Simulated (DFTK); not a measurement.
Runs of DFTK 0.8.2 on Pt. Symmetry: Fm-3m, No. 225, cubic system. The conventional cell has a = 3.922 Å, b = 3.922 Å, c = 3.922 Å, α = 90.00°, β = 90.00°, γ = 90.00°. Pt (site symmetry m-3m) is surrounded by 12 Pt at 2.77 Å. 

```tsv
task	level	potentials or basis	k mesh	cutoff (eV)	valence electrons	SCF solver	mesh quality	gap on the mesh (eV)	pressure (GPa)	V0 of scaled cells (Å³/atom)	B0 (GPa)
band structure	BJ06	SG15 1.2 (PBE)	12 × 12 × 12	1225	Pt 18	-	not flagged	none	-	-	-
equation of state	r2SCAN	cp2k.nc.sr.pbe.v0_1.semicore.gth (PBE, GTH)	7 × 7 × 7	2558	Pt 18	-	coarse	-	-	(b)	278
band structure	LDA	cp2k.nc.sr.lda.v0_1.semicore.gth (LDA, GTH)	12 × 12 × 12	1660	Pt 18	-	not flagged	none	-5.9	-	-
band structure	r2SCAN	cp2k.nc.sr.pbe.v0_1.largecore.gth (PBE, GTH, large core)	12 × 12 × 12	1415	Pt 10	ScfAndersonSolver	not flagged	none	(a)	-	-
equation of state	PBEsol	dojo.nc.sr.pbesol.v0_4_1.standard.upf (PBEsol)	12 × 12 × 12	1143	Pt 18	-	not flagged	-	-	15.02	287
```

Alike in all rows: no spin polarisation; cell as given; smearing fermi-dirac 0.05 eV.

Problem. Fill in the values left out.

Solution. (a) 9.2; (b) 15.36.

Caveats: some runs use coarse meshes; the potentials were made for another functional, which shifts forces and pressure (some runs); spin-orbit coupling is left out, which moves the levels of the heavy elements (some runs); GTH potentials come without recommended cutoffs, and this one wasn't checked for convergence (some runs); the program leaves the constant c of mgga_x_tb09 at 1, so the potential is Becke-Johnson's (BJ06) and not Tran and Blaha's, with levels but no total energy (some runs); the program warned that the kinetic-energy density falls under its von Weizsäcker bound, which can give unphysical results (some runs); this set keeps more shells in the core, which shifts pressures and gaps (some runs).

A k mesh can miss the band edges, and the runs leave out spin-orbit coupling on Pt.

A gap of «none» marks a metal or a gap under the smearing width.
